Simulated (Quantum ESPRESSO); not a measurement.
# AgCl (Chlorargyrite) in Quantum ESPRESSO: the effect of functional

The system is AgCl (Chlorargyrite).

```xyz
2
Lattice="0.0000 2.7350 2.7350 2.7350 0.0000 2.7350 2.7350 2.7350 0.0000" Properties=species:S:1:pos:R:3 pbc="T T T"
Ag    0.0000    0.0000    0.0000
Cl    2.7350    2.7350    2.7350
```

Alike in all runs:

* Program: Quantum ESPRESSO 7.5
* Task: phonons
* k mesh: 4 × 4 × 4, shifted
* Occupations: fermi-dirac, width 0.05 eV
* Spin: no spin polarisation

Each run relaxes the cell or the atoms first.

| functional | potentials or basis | cutoff | relaxed volume (Å³/atom) | dielectric constant (mean) | highest phonon frequency (cm⁻¹) |
| --- | --- | --- | --- | --- | --- |
| LDA | PseudoDojo 0.4.1 SR LDA standard | 1170 eV | 19.19 | 5.87 | 130 |
| PBE | PseudoDojo 0.4.1 SR PBE standard | 1116 eV | 21.95 | 5.00 | 95 |
| revPBE | PseudoDojo 0.4.1 SR PBE standard | 1116 eV | 23.07 | 4.68 | 78 |
| BLYP | PseudoDojo 0.4.1 SR PBE standard | 1116 eV | ? | ? | ? |
| WC | PseudoDojo 0.4.1 SR PBE standard | 1116 eV | 20.21 | 5.55 | 120 |
| vdW-DF-cx | PseudoDojo 0.4.1 SR PBE standard | 1116 eV | 20.49 | 5.34 | 125 |

Q: What does the run with functional BLYP give?

A: Relaxed volume 23.54 Å³/atom; dielectric constant 4.77 mean; highest phonon frequency 95 cm⁻¹.

Caveats: the potentials were made for another functional, which shifts forces and pressure (some runs); before the sum rule the acoustic modes lie tens of cm⁻¹ from zero, a sign that the density grid also shifts the optical modes (some runs); the volume moved by over 15 % at a fixed basis, so the end points are rough (some runs).
